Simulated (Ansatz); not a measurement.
**Pressure series in LaAlO3**

Start from LaAlO3 (space group R-3c, No. 167; a = 5.353 Å, c = 13.048 Å (hexagonal axes)).

Cell and atoms are relaxed at each pressure.

Level of theory: PBEsol/PAW in Ansatz (a program for electronic structure), without spin-orbit coupling.

Notes on the quantities. enthalpy: H = E + PV relative to the base's energy.

| change | volume per atom | enthalpy | band gap |
|---|---|---|---|
| base | 10.80 Å³ | – | 3.94 eV |
| pressure −2 GPa | 10.91 Å³ | -0.14 eV/atom | 3.96 eV |
| pressure −1 GPa | 10.85 Å³ | -0.07 eV/atom | 3.95 eV |
| pressure 1.8 GPa | 10.70 Å³ | +0.12 eV/atom | 3.93 eV |
| pressure 4.2 GPa | 10.57 Å³ | +0.28 eV/atom | 3.91 eV |
| pressure 9 GPa | 10.35 Å³ | +0.59 eV/atom | 3.86 eV |
| pressure 18 GPa | 9.98 Å³ | +1.16 eV/atom | 3.75 eV |
| pressure 30 GPa | 9.58 Å³ | +1.90 eV/atom | 3.61 eV |
| pressure 45 GPa | 9.18 Å³ | +2.77 eV/atom | 3.57 eV |
| pressure 60 GPa | 8.85 Å³ | +3.62 eV/atom | 3.56 eV |

Load acts through the strain it causes; cell and atoms are relaxed under it. No phonon test of stability was made. No other phases were tried under pressure.
